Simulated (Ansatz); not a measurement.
Structure: CuI (zincblende), at its r2SCAN minimum. The symmetry is F-43m (No. 216, cubic); conventional cell a = 6.024 Å, 27.33 Å³ an atom. Around Cu lie 4 I at 2.61 Å; around I lie 4 Cu at 2.61 Å.

```xyz
2
Lattice="0.0000 3.0120 3.0120 3.0120 0.0000 3.0120 3.0120 3.0120 0.0000" Properties=species:S:1:pos:R:3 pbc="T T T"
Cu    0.0000    0.0000    0.0000
I     1.5060    1.5060    1.5060
```

The questions ask for values computed with the PAW code Ansatz on this geometry. Calculated for a static, non-magnetic cell.

Q: What gap does PBE give, and where are the band edges?

A: The PBE gap is direct at Γ: 1.17 eV.

Q: What does PBE+SOC give for the gap (8×8×8 mesh)?

A: The PBE+SOC gap is direct at Γ: 1.01 eV. The gap differs by -0.16 eV from PBE's.

Q: Estimate the gap with HSE06 on 6×6×6.

A: With HSE06 the gap is 2.67 eV and direct, at Γ. The gap differs by +1.50 eV from PBE's.

Q: Order these levels by the gap that they give, smallest first.
A. PBE
B. HSE06
C. r2SCAN
D. PBE0

A: A (1.17 eV), C (1.67 eV), B (2.67 eV), D (3.33 eV).

Only the levels marked +SOC include spin-orbit coupling.

The meshes of the hybrids are coarse, so their gaps aren't converged to the digits shown.
